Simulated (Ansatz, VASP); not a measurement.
## Na3Cl: VASP beside Ansatz

File INCAR:

```
SYSTEM = Na3Cl
PREC     = Accurate       ! precision mode
ENCUT    = 520            ! plane-wave cutoff, eV
EDIFF    = 1E-7           ! SCF threshold, eV
ISMEAR   = -1             ! smearing method
SIGMA    = 0.05           ! smearing width, eV
LREAL    = .FALSE.        ! projectors in reciprocal space
LASPH    = .TRUE.         ! aspherical terms in the spheres
NELM     = 100            ! most SCF steps
ALGO     = Normal         ! electronic algorithm
ISIF     = 2              ! what is computed and relaxed
LWAVE    = .FALSE.        ! write WAVECAR
LCHARG   = .FALSE.        ! write CHGCAR
GGA      = PS             ! functional
NBANDS   = 22             ! bands
```

Contents of KPOINTS:

```
regular mesh
0
G
  8 8 8
  0 0 0
```

File POSCAR:

```
Na3Cl
1.0
    4.6464382122      0.0000000000      0.0000000000
    0.0000000000      4.6464382122      0.0000000000
    0.0000000000      0.0000000000      4.6464382122
Cl Na
1 3
Direct
    0.0000000000      0.0000000000      0.0000000000
    0.0000000000      0.5000000000      0.5000000000
    0.5000000000      0.0000000000      0.5000000000
    0.5000000000      0.5000000000      0.0000000000
```

Input for Ansatz:

```yaml
crystal:
  lattice:
    - [4.6464382122, 0.0, 0.0]
    - [0.0, 4.6464382122, 0.0]
    - [0.0, 0.0, 4.6464382122]
  atoms:
    - { symbol: Cl, position: [0.0, 0.0, 0.0] }
    - { symbol: Na, position: [0.0, 0.5, 0.5] }
    - { symbol: Na, position: [0.5, 0.0, 0.5] }
    - { symbol: Na, position: [0.5, 0.5, 0.0] }
kpoints:
  mp_grid: { grid: [8, 8, 8] }
  band_path:
    path:
      - [0.0, 0.0, 0.0]
      - [0.0, 0.5, 0.0]
      - [0.5, 0.5, 0.0]
      - [0.0, 0.0, 0.0]
      - [0.5, 0.5, 0.5]
      - [0.0, 0.5, 0.0]
      - [0.5, 0.5, 0.5]
      - [0.5, 0.5, 0.0]
    npoints: 8
scf:
  occupations: { method: fermi_dirac, width: 0.05 }
hamiltonian:
  xc: pbesol
  pseudopotentials: { kind: all_electron, lapw: { basis_error: 0.0005 } }
output:
  forces: true
  stress: true
  eigenvalues: true
  populations: true
```

Change from the starting cell: volume scaled by 0.9, LAPW.

Alike in both runs: task single point; functional PBEsol; k mesh 8 × 8 × 8; occupations fermi-dirac, width 0.05 eV; no spin polarisation.

|  | VASP | Ansatz |
| --- | --- | --- |
| version | VASP 6.6.1 | Ansatz 0.2.0 |
| potentials or method | VASP PAW PBE potentials, release 64 (Cl, Na_pv) | all-electron LAPW, scalar-relativistic |
| plane-wave cutoff (eV) | 520 | see its input |

|  | VASP | Ansatz | Ansatz less VASP |
| --- | --- | --- | --- |
| pressure (GPa) | 1.6 | 1.6 | -0.01 |

Ansatz ran all-electron here, so the differences hold the error of VASP's frozen core and of both bases.

Caveats: the PAW data sets were made with another functional, which shifts forces and pressure a little (VASP).
